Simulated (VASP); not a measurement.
**Sr: relaxation of cell and atoms with PBE+D3(BJ)**

The system is Sr.

```xyz
1
Lattice="0.0000 2.9595 2.9595 2.9595 0.0000 2.9595 2.9595 2.9595 0.0000" Properties=species:S:1:pos:R:3 pbc="T T T"
Sr    0.0000    0.0000    0.0000
```

```json
{
 "Program": "VASP 6.6.1",
 "Task": "relaxation of cell and atoms",
 "Functional": "PBE",
 "Dispersion": "D3(BJ)",
 "Potentials or basis": "VASP PAW PBE potentials, release 64 (Sr_sv)",
 "Cutoff": "600 eV",
 "k mesh": "12 × 12 × 12",
 "Occupations": "methfessel-paxton, width 0.1 eV",
 "Spin": "no spin polarisation",
 "Further INCAR settings": "ALGO = Normal; EDIFF = 1e-07; IBRION = 2; EDIFFG = -0.005; NSW = 90; ISIF = 3"
}
```

```json
{
  "Relaxed volume": "51.93 Å³/atom",
  "Relaxed cell": "a = 4.188 Å, b = 4.188 Å, c = 4.188 Å, α = 60.00°, β = 60.00°, γ = 60.00°",
  "Space group after relaxing (to 0.05 Å)": "Fm-3m (No. 225)",
  "Energy gained by relaxing": "0.0 meV/atom",
  "Ionic steps": "2",
  "Pressure after relaxing": "0.0 GPa",
  "Band gap on the k mesh": "none (metal or under the smearing width)",
  "Dispersion energy per atom": "-0.207 eV"
}
```

Final structure:
```
CELL_PARAMETERS angstrom
0.00000 2.96119 2.96119
2.96119 0.00000 2.96119
2.96119 2.96119 0.00000
ATOMIC_POSITIONS crystal
Sr 0.00000 0.00000 0.00000
```

Levels at points of the mesh, in eV from the Fermi level:
```tsv
k point	band 1	band 2	band 3	band 4	band 5	band 6	band 7	band 8	band 9
(0.00, 0.00, 0.00)	-36.51	-18.39	-18.39	-18.39	-3.74	2.40	2.40	2.40	3.96
(0.50, 0.00, 0.00)	-36.50	-18.63	-18.42	-18.42	-1.16	0.13	2.23	2.23	5.07
(0.50, 0.50, 0.00)	-36.49	-18.62	-18.48	-18.48	-0.72	0.29	1.18	5.08	5.39
```

Run time: 54 s on 1 thread of Intel(R) Xeon(R) 6975P-C (Granite Rapids), with other jobs on the host, peak memory 0.22 GiB.

Caveat: pairwise dispersion overbinds metals, which lowers pressure and volume.
